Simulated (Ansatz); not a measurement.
MoS2:

```
CELL_PARAMETERS angstrom
3.16900 0.00000 0.00000
-1.58450 2.74443 0.00000
0.00000 0.00000 12.32400
ATOMIC_POSITIONS crystal
Mo 0.66667 0.33333 0.75000
Mo 0.33333 0.66667 0.25000
S 0.66667 0.33333 0.37700
S 0.33333 0.66667 0.87700
S 0.66667 0.33333 0.12300
S 0.33333 0.66667 0.62300
```

| Item | Value |
| --- | --- |
| Program | Ansatz 0.2.0 |
| Task | single point |
| Functional | PBEsol |
| Potentials or basis | Ansatz PAW |
| Cutoff | 420 eV (not typed: the program's choice for these potentials) |
| k mesh | 10 × 10 × 3 |
| Occupations | fermi-dirac, width 0.05 eV |
| Spin | no spin polarisation |

On this cell: pressure -3.0 GPa; largest force 0.313 eV/Å; band gap on the k mesh 0.88 eV, indirect (least direct gap 1.87 eV).

The same run follows on a disturbed copy (atoms moved at random, drawn with an rms of 0.05 Å):

```
Mo S
1.0
     3.16900    0.00000    0.00000
    -1.58450    2.74443    0.00000
     0.00000    0.00000   12.32400
Mo S
2 4
Direct
  0.68274 0.33982 0.75201
  0.33925 0.65234 0.25137
  0.66681 0.34133 0.37882
  0.32838 0.64731 0.87916
  0.67197 0.34127 0.12367
  0.34598 0.67013 0.62281
```

**Question.** What changes?

**Answer.** The energy moves by +17.5 meV/atom; pressure -3.7 GPa; largest force 1.479 eV/Å; band gap on the k mesh 0.86 eV, indirect (least direct gap 1.74 eV).

Forces in eV/Å, atoms in the order of the input:
```
Mo  -0.324 -0.750 -0.412
Mo  -0.897  1.174 -0.062
S    0.533 -0.593 -0.347
S    0.263  0.643 -0.337
S    0.368 -0.581  0.409
S    0.057  0.106  0.749
```

Stress tensor (GPa, compression positive):
```
-2.81 -0.24  0.83
-0.24 -4.56  1.17
 0.83  1.17 -3.70
```

Caveats: odd divisions of the mesh miss points on the zone boundary, where band edges often lie, so the gap on the mesh can be too wide; the PAW data sets come from PBE, with cores solved anew for the run's functional, which leaves a small shift of forces and pressure; this functional lacks dispersion, which binds the layers, so the pressure and a relaxed spacing across them are unreliable (some runs).

A k mesh can miss the band edges.
